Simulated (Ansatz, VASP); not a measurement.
**TiN in VASP and in Ansatz**

```
Ti N
1.0
     0.00000    2.16509    2.16509
     2.16509    0.00000    2.16509
     2.16509    2.16509    0.00000
Ti N
1 1
Direct
  0.00000 0.00000 0.00000
  0.50000 0.50000 0.50000
```

Change from the starting cell: volume scaled by 1.06, PAW files.

Alike in both runs: task electric field gradients; functional PBE; k mesh 16 × 16 × 16; occupations fermi-dirac, width 0.03 eV; no spin polarisation.

|  | VASP | Ansatz |
| --- | --- | --- |
| version | VASP 6.6.1 | Ansatz 0.2.0 |
| potentials or method | VASP PAW PBE potentials, release 64 (Ti_sv, N) | PAW with Ansatz's default frozen-core files, scalar-relativistic |
| plane-wave cutoff (eV) | 520 | 420 |
| valence electrons in the cell | 17 | 17 |

Ansatz gave:

| Quantity | Value |
| --- | --- |
| pressure (GPa) | -14.2 |
| Vzz of the field gradient on the site that differs most (V/Å²) | 0.0 |

Problem. Estimate VASP's values.

Solution. Pressure (GPa): -13.8; Vzz of the field gradient on the site that differs most (V/Å²): 0.0.

The functional is the same, so the differences come from potentials, cutoffs and numerics.
